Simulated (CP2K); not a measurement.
Crystal: Pb.

```
Pb
1.0
     3.50667    0.00000    0.00000
     1.75936    3.03338    0.00000
    -1.83309   -1.05591    6.09522
Pb
2
Direct
  0.90851 0.90851 0.72629
  0.09149 0.09149 0.27371
```

This isn't the form of Pb at room conditions, which is fcc.

- Program: CP2K 2026.2
- Task: relaxation of cell and atoms
- Functional: LDA
- Potentials or basis: POTENTIAL_UZH Pb GTH-PBE-q4; TZVP-MOLOPT-PBE-GTH basis
- Density cutoff: 9184 eV
- k mesh: 7 × 7 × 4
- Occupations: fermi-dirac, width 0.05 eV
- Spin: no spin polarisation

At the start: pressure 1.4 GPa; volume 32.42 Å³/atom.

Problem. Where does the relaxation end?

Solution. Over 20 steps the energy falls by 16.1 meV/atom and the volume is 33.25 Å³/atom (+2.6 %); space group C2/m (No. 12, to 0.05 Å).

Step by step:
```tsv
step	energy change (eV)	largest force (eV/Å)	volume (Å³)
1	0.0000	0.2204	64.84
2	-0.0017	0.2014	64.88
3	-0.0150	0.0829	65.57
4	-0.0157	0.0993	65.63
5	-0.0199	0.1486	65.92
6	-0.0247	0.1482	66.19
7	-0.0291	0.1026	66.37
8	-0.0308	0.0613	66.35
9	-0.0315	0.0291	66.22
10	-0.0318	0.0105	66.09
11	-0.0318	0.0086	66.07
12	-0.0319	0.0091	66.07
13	-0.0319	0.0098	66.12
14	-0.0320	0.0088	66.23
15	-0.0321	0.0060	66.40
16	-0.0322	0.0033	66.50
17	-0.0322	0.0022	66.51
18	-0.0322	0.0022	66.50
19	-0.0322	0.0023	66.50
20	-0.0322	0.0023	66.50
```

Final structure:
```cif
data_structure
_symmetry_space_group_name_H-M 'P 1'
_symmetry_Int_Tables_number 1
_cell_length_a 3.4900
_cell_length_b 3.4901
_cell_length_c 6.6503
_cell_angle_alpha 105.807
_cell_angle_beta 105.801
_cell_angle_gamma 59.848
_cell_volume 66.50
loop_
_atom_site_label
_atom_site_type_symbol
_atom_site_fract_x
_atom_site_fract_y
_atom_site_fract_z
_atom_site_occupancy
Pb1 Pb 0.91408 0.91408 0.73064 1
Pb2 Pb 0.08592 0.08592 0.26936 1
```

Caveat: the potentials were made for another functional, which shifts forces and pressure; the basis of atomic orbitals isn't converged, which shifts pressures, moduli and gaps.
